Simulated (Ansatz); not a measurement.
# Ga2O3 (C2/m): the host for defect calculations

Aim: the runs on the perfect crystal Ga2O3 (C2/m) that a defect calculation needs first.

Main program and level: Ansatz 0.2.0; plane-wave PAW DFT, PBEsol; relaxation of the host's cell and atoms; PAW set soft_1, in the first sound run; inputs show where later runs differ.

### Step 1. The structure

Symmetry: C2/m, No. 12, monoclinic system. Conventional cell: a = 12.280 Å, b = 3.048 Å, c = 5.817 Å, α = 90.00°, β = 103.76°, γ = 90.00°. Ga has 6 O at 1.94 to 2.08 Å nearest. Ga has 4 O at 1.84 to 1.87 Å nearest. Nearest to O lie 3 Ga at 1.84 to 1.94 Å. Nearest to O lie 4 Ga at 1.87 to 2.08 Å. Nearest to O lie 3 Ga at 1.84 to 1.95 Å. Farther neighbours and most contacts between anions are not listed.

### Step 2. Host cell relaxation

Cell and atoms are relaxed together, until forces and stress fall under their thresholds.

The input, cell/input.yaml:

```yaml
crystal:
  lattice:
    - [6.1402367, -1.5237837, 0.0]
    - [6.1402367, 1.5237837, 0.0]
    - [-1.3841309, 0.0, 5.6503489]
  atoms:
    - { symbol: Ga, position: [0.3411617, 0.3411617, 0.68526966] }
    - { symbol: Ga, position: [0.6588383, 0.6588383, 0.31473034] }
    - { symbol: Ga, position: [0.9095256, 0.9095256, 0.205214] }
    - { symbol: Ga, position: [0.0904744, 0.0904744, 0.794786] }
    - { symbol: O, position: [0.50353087, 0.50353087, 0.74333591] }
    - { symbol: O, position: [0.49646913, 0.49646913, 0.25666409] }
    - { symbol: O, position: [0.82662894, 0.82662894, 0.43676984] }
    - { symbol: O, position: [0.17337106, 0.17337106, 0.56323016] }
    - { symbol: O, position: [0.16450498, 0.16450498, 0.10915408] }
    - { symbol: O, position: [0.83549502, 0.83549502, 0.89084592] }
basis:
  ecutwfc: 420
  xc_grid: 2
hamiltonian:
  xc: pbesol
  pseudopotentials: { kind: paw, azcp: { folder: soft_1 }, xc_functional: pbe }
kpoints:
  mp_grid: { grid: [9, 9, 5] }
scf:
  occupations: { method: fixed }
  max_iter: 100
relax:
  f_tol: 0.005
  max_steps: 60
  cell: {}
output:
  forces: true
  stress: true
checkpoint:
  write: "../cell.run"
  compress: false
  write_wavefunctions: false
  write_every: 100000
```

Run with:

```
$ ansatz run input.yaml --threads 32 --pin off --max-ram 84787MiB --backend cuda --events-out ev --progress --plain --runs-dir out --max-vram 78GiB
```

Numbers of over 12 decimals in the logs are rounded to 6 here.

Output:

```text
[... repeated set-up lines and file paths are left out, and long positions are rounded to six places ...]
basis.fft_grid_basis auto: the FFT boxes are laid along the combinations [[1, -1, 0], [0, 1, 0], [0, 0, 1]] of the cell's own vectors, 3.048, 6.326 and 5.817 Å long. The dense box has 24×45×40 points. [...]
Engine: ansatz 0.2.0, aarch64-unknown-linux-gnu
Pseudopotentials: kind: paw
Pseudopotential: Ga, paw, valence charge 13, recommended cutoff 420 eV (normal), soft_1/Ga.paw.azcp
Pseudopotential: O, paw, valence charge 6, recommended cutoff 420 eV (normal), soft_1/O.paw.azcp
Functional definition: PBEsol
  exchange = pbesol_x
  correlation = pbesol_c
[...]
Crystal: 10 atoms, lattice volume = 105.734 Å³
Basis set: ecut = 420 eV, 2047 PW (Γ), FFT grids on a1−a2, a2, a3, exchange–correlation on 48×90×80 points (8 copies of the dense FFT grid, shifted against one another)
Bands: 54, of which v1, the nominal top of the filled ones, is band 44 counted from 1 (43 counted from 0)
Symmetry: 4 space group operations
Space group: C2/m (ITA 12), of the structure as read, at distance tolerance 4.7e-5 Å
k-points: 115 of 405
Non-local potential: Ga, projectors of the file, l = 0: 2, l = 1: 2, l = 2: 3, l = 3: 1
Non-local potential: O, projectors of the file, l = 0: 2, l = 1: 2, l = 2: 1
PAW form: soft (Blöchl's): semilocal exchange-correlation on the pseudo side does not see the compensation charge
PAW frozen core: Ga, regenerated for the run's functional, and the local potential with it (the file was generated under x = pbe(κ = 0.804, μ = 0.219515), c = pbe(β = 0.066725))
PAW frozen core: O, regenerated for the run's functional, and the local potential with it (the file was generated under x = pbe(κ = 0.804, μ = 0.219515), c = pbe(β = 0.066725))
PAW one-centre angular grid: Ga, 590 points (default); XC on 64 Gauss nodes
PAW one-centre angular grid: O, 110 points (default); XC on 64 Gauss nodes
Initial density: superposition of atomic densities (chi_scale 0.1, normalization cell, long waves kept (reshape's long-wave potential 0.03 eV rms))
Initial wavefunctions: pseudopotential atomic-orbital guess
[...]
Functional: x = pbesol(κ = 0.804, μ = 0.123457), c = pbesol(β = 0.046)
SCF iter   1: F=—  HF=-18344.095752 eV  |Δ(HF+E_count)|=         —  Δρ=1.16e-1  dr2=6.45e0  Hψ=17754
preconditioner: auto → Resta (q_TF=auto, 2.646 Å⁻¹)  ε∞=4.3  [insulator: Δε(μ)=2.633 eV  Ē_g=18.692 eV  n_scr=34 (ndim 8)  ℏωp=33.9 eV  f_vac=0.000  ε∞_Penn≈4.3]
SCF iter   2: F=—  HF=-18342.458576 eV  |Δ(HF+E_count)|=    1.64e0  Δρ=5.24e-2  dr2=1.36e0  Hψ=11931
SCF iter   3: F=—  HF=-18341.930034 eV  |Δ(HF+E_count)|=   5.29e-1  Δρ=1.52e-2  dr2=1.80e-1  Hψ=9556
automatic band count: iteration 3 solves 52 bands in place of 54: the levels show a gap, and the empty bands left out lie too high to hold charge; the band table lists the bands solved (type scf.n_extra_bands for more)
SCF iter   4: F=—  HF=-18341.852786 eV  |Δ(HF+E_count)|=   7.72e-2  Δρ=4.56e-3  dr2=1.75e-2  Hψ=10298
[...]
SCF iter   7: F=—  HF=-18341.865986 eV  |Δ(HF+E_count)|=   1.01e-4  Δρ=2.03e-4  dr2=3.48e-5  Hψ=10629
automatic band count: iteration 7 solves 51 bands in place of 52: the levels show a gap, and the empty bands left out lie too high to hold charge; the band table lists the bands solved (type scf.n_extra_bands for more)
SCF iter   8: F=—  HF=-18341.866351 eV  |Δ(HF+E_count)|=   3.65e-4  Δρ=9.54e-5  dr2=6.73e-6  Hψ=10612
[...]
SCF iter  10: F=-18341.866350 eV  HF=-18341.866350 eV  |Δ(HF+E_count)|=   1.21e-7  Δρ=5.59e-6  dr2=2.60e-8  Hψ=21224
SCF 1 converged in 10 iterations: F = -18341.866350 eV  dr2 = 2.60e-8
  greatest PAW one-centre occupation: 0.998 electrons in one spin orbital (limit 2), on the Ga atom at site 0 (counted from 0), in its partial waves of l = 2
relax step   1: F+E_penalty+E_count = -18341.86635041 eV  Δ(F+E_penalty+E_count) = +0.000e0 eV  max|allowed force component| = 6.936e-2 eV/Å  Δτ_max = 0.0000 Å  P = -0.157 GPa  Ω = 105.734 Å³  (10 SCF iters, dr2 threshold 1.00e-7 eV, accepted)
[... the SCF cycles and remarks between the steps are left out from here to the last step ...]
relax step   2: F+E_penalty+E_count = -18341.86738102 eV  Δ(F+E_penalty+E_count) = -1.031e-3 eV  max|allowed force component| = 2.571e-2 eV/Å  Δτ_max = 0.0061 Å  P = -0.024 GPa  Ω = 105.628 Å³  energy of the carried Pulay correction = +3.168e-4 eV  (5 SCF iters, dr2 threshold 3.01e-7 eV, accepted)
relax step   3: F+E_penalty+E_count = -18341.86756738 eV  Δ(F+E_penalty+E_count) = -1.864e-4 eV  max|allowed force component| = 1.169e-2 eV/Å  Δτ_max = 0.0023 Å  P = +0.009 GPa  Ω = 105.598 Å³  energy of the carried Pulay correction = +4.072e-4 eV  (5 SCF iters, dr2 threshold 8.08e-8 eV, accepted)
relax step   4: F+E_penalty+E_count = -18341.86759572 eV  Δ(F+E_penalty+E_count) = -2.834e-5 eV  max|allowed force component| = 4.025e-3 eV/Å  Δτ_max = 0.0017 Å  P = +0.001 GPa  Ω = 105.600 Å³  energy of the carried Pulay correction = +4.012e-4 eV  (6 SCF iters, dr2 threshold 1.56e-8 eV, accepted)
[...]
iter 1 solved again at ethr=2.65e-8 eV; its pass at ethr=3.10e-3 eV (dr2=2.33e-5 eV) is discarded
SCF iter   1: F=—  HF=-18341.866758 eV  |Δ(HF+E_count)|=         —  Δρ=1.30e-5  dr2=3.08e-8  Hψ=35722
[...]
SCF iter   2: F=—  HF=-18341.867153 eV  |Δ(HF+E_count)|=   3.95e-4  Δρ=6.71e-6  dr2=1.13e-8  Hψ=10626
SCF iter   3: F=—  HF=-18341.867153 eV  |Δ(HF+E_count)|=   8.87e-9  Δρ=2.65e-6  dr2=1.45e-9  Hψ=10201
SCF iter   4: F=—  HF=-18341.867153 eV  |Δ(HF+E_count)|=   1.25e-9  Δρ=4.05e-7  dr2=1.28e-10  Hψ=10553
SCF iter   5: F=-18341.867153 eV  HF=-18341.867153 eV  |Δ(HF+E_count)|=  3.27e-11  Δρ=1.60e-7  dr2=2.71e-11  Hψ=29546
SCF 5 converged in 5 iterations: F = -18341.867153 eV  dr2 = 2.71e-11
relax step   5: F+E_penalty+E_count = -18341.86715300 eV  Δ(F+E_penalty+E_count) = +4.427e-4 eV  max|allowed force component| = 4.038e-3 eV/Å  Δτ_max = 0.0000 Å  P = -0.006 GPa  Ω = 105.600 Å³  stress off target by 1.53e-2 GPa  SCF on the basis re-selected at this cell (its energy is not comparable with the rows above)  (5 SCF iters)
basis re-selected at this cell: Δ(F+E_penalty+E_count) = +4.427e-4 eV, ΔP = -0.007 GPa vs the last step (what re-selecting the basis moved, of the pressure what is left beyond the Pulay correction that the steps carried, after the strain that the cell walked [...]
SCF converged after 5 iterations
Free energy (F): -18341.867153 eV
Harris-Foulkes:  -18341.867153 eV  (|F-HF|=1.09e-11)
Internal energy: -18341.867153 eV  (E = F + TS)
E sigma→0 (E₀):  -18341.867153 eV
Fermi energy:    7.896301 eV
--- Per-component energies (eV) ---
  E_band       = -117.497854
  E_kinetic    = 1459.548086
  E_local      = -7006.174224  (includes V_loc(G=0)·N_el)
  E_nonlocal   = -27.710326
  E_hartree    = 4086.600159
  E_xc         = -669.816607
  E_vxc        = -762.543904  (∫ρ·V_xc dr)
  E_paw        = -8788.293074  (= ΣΔE_a)
  E_vpaw       = -1953.821545  (= ΣTr[D̂ρ^β])
  E_aug_tail   = 0.003682  (compensation charges beyond the density's cutoff)
  E_ewald      = -7399.688492
  E_core_change = 3.663644  (= ΣΔE_core)
  E_smearing   = -0.000000  (= −TS)
  E_closure    = -0.000000  (closes the sum)
  Σ components = -18341.867153   (vs F -18341.867153, Δ=0.00e0)
--- Forces (eV/Å), atoms counted from 1 ---
  atom   1  Ga    -0.00226740     0.00000000     0.00403790
  atom   2  Ga     0.00226740     0.00000000    -0.00403790
  atom   3  Ga     0.00247832     0.00000000     0.00227103
  atom   4  Ga    -0.00247832     0.00000000    -0.00227103
  atom   5  O     -0.00026092     0.00000000     0.00039603
  atom   6  O      0.00026092     0.00000000    -0.00039603
  [... 4 more lines of this table ...]
  max |Σ_I F_I| component: 8.67e-19 eV/Å
--- Stress (GPa, compression-positive) ---
       -0.003692       0.000000      -0.013438
        0.000000      -0.014087       0.000000
       -0.013438       0.000000       0.000169
  P = ⅓ Tr σ = -0.0059 GPa (-0.059 kbar)
--- Band table (eV; the first three rows and the last of 115) ---
  k-point 0: bands = ["-10.9315", "-9.7516", "-9.7327", "-9.6286", "-9.1420", "-9.1359", "-5.0401", "-5.0069", "-5.0015", "-4.9521", [... rest cut ...]
  k-point 1: bands = ["-10.8599", "-9.8945", "-9.7385", "-9.5627", "-9.2017", "-9.0918", "-5.0289", "-5.0082", "-5.0025", "-4.9503", [... rest cut ...]
--- Relaxed structure (4 steps of the walk, 4 accepted, 1 SCFs on fresh bases) ---
  F+E_penalty+E_count = -18341.86715300 eV   max|allowed force component| = 4.038e-3 eV/Å   (the final SCF, on the basis selected at the relaxed cell)
  cell:  # Å, volume = 105.5998 Å³
    - [6.138979, -1.523649, 0.00393443]
    - [6.138979, 1.523649, 0.00393443]
    - [-1.380227, -3.3618280307896437e-19, 5.643958]
  atoms:
    - { symbol: Ga, position: [0.341276, 0.341276, 0.685440] }
    - { symbol: Ga, position: [0.658724, 0.658724, 0.314560] }
    - { symbol: Ga, position: [0.909492, 0.909492, 0.204603] }
    - { symbol: Ga, position: [0.090508, 0.090508, 0.795397] }
    - { symbol: O, position: [0.503788, 0.503788, 0.744085] }
    - { symbol: O, position: [0.496212, 0.496212, 0.255915] }
  [... 4 more lines of this table ...]
```

Run time: 4.2 s. Hardware: 1 × NVIDIA GB200 with 32 threads of Arm Neoverse V2, shared host; peak memory 1.2 GiB; 19 s of CPU time.

The steps of the relaxation:

| step | energy less that of the first step (eV) | largest force component (eV/Å) | pressure (GPa) | volume (Å³) |
| --- | --- | --- | --- | --- |
| 1 | 0.0000 | 0.0694 | -0.16 | 105.73 |
| 2 | -0.0010 | 0.0257 | -0.02 | 105.63 |
| 3 | -0.0012 | 0.0117 | 0.01 | 105.60 |
| 4 | -0.0012 | 0.0040 | 0.00 | 105.60 |
| 5* | -0.0008 | 0.0040 | -0.01 | 105.60 |

Relaxation steps marked * repeat the geometry before them on a plane-wave basis chosen anew for their cell, so energy and pressure can jump there.

The run keeps the 4 symmetry operations that it works with, so distortions that break them were not tested.

| cell as run | before | after | change |
| --- | --- | --- | --- |
| a (Å) | 6.326 | 6.325 | -0.0 % |
| b (Å) | 6.326 | 6.325 | -0.0 % |
| c (Å) | 5.817 | 5.810 | -0.1 % |
| α (°) | 103.35 | 103.29 | -0.1 % |
| β (°) | 103.35 | 103.29 | -0.1 % |
| volume (Å³/atom) | 10.57 | 10.56 | -0.1 % |

This step gave:

- pressure: -0.005870 GPa

The cell shrank by 0.1 % in volume. From the first step to the last the energy fell by 0.001 eV, across changes of basis, and the largest move was 0.009 Å (O10 and 1 other atom alike).

### Step 3. Dielectric tensors of the host

The response to a uniform electric field gives the electronic dielectric tensor.

This step: plane-wave PAW DFPT, PBEsol; dielectric tensors, Born charges and zone-centre modes of the host; PAW set soft_1 (Ansatz 0.2.0).

The input, eps/input.yaml:

```yaml
crystal:
  lattice:
    - [6.1389790983, -1.5236491004, 0.0039344338]
    - [6.1389790983, 1.5236491004, 0.0039344338]
    - [-1.3802268796, 0.0, 5.6439576092]
  atoms:
    - { symbol: Ga, position: [0.3412764858, 0.3412764858, 0.6854403771] }
    - { symbol: Ga, position: [0.6587235142, 0.6587235142, 0.3145596229] }
    - { symbol: Ga, position: [0.9094922641, 0.9094922641, 0.2046026177] }
    - { symbol: Ga, position: [0.0905077359, 0.0905077359, 0.7953973823] }
    - { symbol: O, position: [0.5037884346, 0.5037884346, 0.7440849188] }
    - { symbol: O, position: [0.4962115654, 0.4962115654, 0.2559150812] }
    - { symbol: O, position: [0.8267873152, 0.8267873152, 0.4372393251] }
    - { symbol: O, position: [0.1732126848, 0.1732126848, 0.5627606749] }
    - { symbol: O, position: [0.1652740744, 0.1652740744, 0.1095265368] }
    - { symbol: O, position: [0.8347259256, 0.8347259256, 0.8904734632] }
basis:
  ecutwfc: 420
hamiltonian:
  xc: pbesol
  pseudopotentials: { kind: paw, azcp: { folder: soft_1 }, xc_functional: pbe }
kpoints:
  mp_grid: { grid: [8, 8, 4] }
scf:
  occupations: { method: fixed }
  max_iter: 100
phonons:
  method: dfpt
  dielectric: true
  rigid_motions: translations
```

Output:

```text
[...]
Crystal: 10 atoms, lattice volume = 105.600 Å³
Basis set: ecut = 420 eV, 2045 PW (Γ), exchange–correlation on 90×90×80 points (8 copies of the dense FFT grid, shifted against one another)
Bands: 54, of which v1, the nominal top of the filled ones, is band 44 counted from 1 (43 counted from 0)
Symmetry: 4 space group operations
k-points: 132 of 256 (irreducible under 1 space group operation, time reversal used)
[...]
SCF iter   1: F=—  HF=-18344.096144 eV  |Δ(HF+E_count)|=         —  Δρ=1.16e-1  dr2=6.45e0  Hψ=20872
[...]
SCF iter   2: F=—  HF=-18342.459636 eV  |Δ(HF+E_count)|=    1.64e0  Δρ=5.24e-2  dr2=1.36e0  Hψ=13819
[...]
SCF iter  13: F=-18341.866998 eV  HF=-18341.866998 eV  |Δ(HF+E_count)|=  2.18e-11  Δρ=1.57e-7  dr2=1.89e-11  Hψ=40550
SCF 1 converged in 13 iterations: F = -18341.866998 eV  dr2 = 1.89e-11
[...]
the response reads at least the filled bands of the reference SCF and the lowest empty band at each k-point, and that SCF's band table does not vouch for those bands. The notice of the band table in this run's record says why
[...]
NSCF: frozen V_eff on 1 k-points
[...]
NSCF: frozen V_eff on 78 k-points, pencils in batches of 32, up to order 216
[...]
DFPT response loops at q = (0, 0, 0) (fractional): preconditioner auto → Resta (q_TF=auto, 2.647 Å⁻¹)  ε∞=5.2 (no band partly filled); β = 1.00, the filter's whole step (`scf.mixing.beta` (0.50) is not read by the response loops at its default; [...]
[...]
DFPT response loops at Γ: preconditioner auto → Resta (q_TF=auto, 2.647 Å⁻¹)  ε∞=5.2 (no band partly filled); β = 1.00, the filter's whole step (`scf.mixing.beta` (0.50) is not read by the response loops at its default; [...]
── the response to a field inside a basis, on 10×10×6 k-points: an SCF that follows is theirs, and a resumed run solves both again ──
[...]
Bands: 45, of which v1, the nominal top of the filled ones, is band 44 counted from 1 (43 counted from 0)
k-points: 165 of 600
[...]
Eigensolver: Dense (165 Hₖ)
SCF iter   1: F=—  HF=-18341.691028 eV  |Δ(HF+E_count)|=         —  Δρ=8.24e-4  dr2=1.70e-4
[...]
SCF 1 converged in 6 iterations: F = -18341.691150 eV  dr2 = 7.46e-9
[...]
SCF converged after 13 iterations
[...]
-1.44588   -0.00000   -0.05883
        -0.00000   -2.10533   -0.00000
        -0.03339   -0.00000   -2.51161
    site 9:
        -1.44588   -0.00000   -0.05883
        -0.00000   -2.10533   -0.00000
        -0.03339   -0.00000   -2.51161
  Z* charge neutrality: 1.995e-2 e pre-enforcement
  solved inside a basis spanned on kpoints, on 10×10×6 k-points, its susceptibility summed on 14×14×8: ε∞ is read to err by 1.7e-2, Z* by 2.1e-2 e (field_mesh: kpoints solves on kpoints); Z* is corrected for what the basis lacks
  optical modes at Γ without the LO–TO term, one row a degenerate level:
      ω (cm⁻¹)  modes    IR ((D/Å)²/amu)
        106.04      1             0.0000
        108.05      1             0.0000
        141.59      1             0.0000
        147.52      1             0.1267
        159.95      1             0.0000
        188.51      1            11.2133
        188.84      1             0.0000
        246.16      1             8.1598
        268.48      1             0.6177
        294.67      1            14.4162
        307.33      1             0.0000
        336.70      1             0.0000
        342.70      1             0.0000
        344.40      1             5.1553
        382.72      1             0.0000
        412.92      1            29.5274
        436.40      1            24.3838
        450.74      1             0.0000
        461.48      1             0.0000
        548.52      1            32.2937
        603.33      1             0.0000
        629.91      1             0.0000
        631.11      1             0.0000
        640.08      1            13.2580
        661.49      1             8.5905
        714.04      1             4.6695
        733.30      1             0.0000
  optical modes at Γ + LO–TO along q̂ = [1.0000, 0.0000, 0.0000]:
      ω (cm⁻¹)  modes    IR ((D/Å)²/amu)
        106.04      1             0.0000
        108.05      1             0.0000
        141.59      1             0.0000
        147.52      1             0.1267
        159.95      1             0.0000
        188.84      1             0.0000
        191.03      1            10.7489
[...]
optical modes at Γ + LO–TO along q̂ = [0.0000, 1.0000, 0.0000]:
      ω (cm⁻¹)  modes    IR ((D/Å)²/amu)
[...]
optical modes at Γ + LO–TO along q̂ = [0.0000, 0.0000, 1.0000]:
      ω (cm⁻¹)  modes    IR ((D/Å)²/amu)
[...]
436.40      1            24.3838
        450.74      1             0.0000
        457.84      1            23.2530
        461.48      1             0.0000
        603.33      1             0.0000
        629.91      1             0.0000
        631.11      1             0.0000
        632.50      1            21.4866
        640.08      1            13.2580
        677.27      1             7.4136
        733.30      1             0.0000
        759.03      1            29.7135
```

Elapsed: 30 s, on 1 × NVIDIA GB200 with 32 threads; peak memory 5.6 GiB; 5.2 min of CPU time.

The column dr2 measures how far the density is from self-consistency, as an energy; F and HF (Harris–Foulkes) agree once it is small.

Electronic dielectric tensor:

```
4.10 0.00 0.00
0.00 4.20 0.00
0.00 0.00 4.21
```

Static dielectric tensor:

```
11.09  0.00 -0.77
 0.00 10.92  0.00
-0.77  0.00 13.61
```

The principal values of the electronic dielectric tensor are 4.10, 4.20 and 4.21. The principal values of the static dielectric tensor are 10.87, 10.92 and 13.83.

(Part 1 of 2 ends here.)

[Logs are printed without paths, hosts, clocks, repeated set-up lines and the standing remarks that a program may print on its own settings, such as how far it seeks lower states.]

[Hosts, paths, dates, database ids (printed as entryN), source tags and the programs' standing remarks are cut or masked in the printed files.]

[Runs of the host that timed out are not shown.]

[For some hosts the program warned that the k-mesh of the response run may be too coarse for force constants and the static dielectric constant; such warnings are not always shown.]

[The program warned that the k-mesh of a response run behind this text may be too coarse: force constants, and the static dielectric constant and all else formed from them, are not shown converged.]
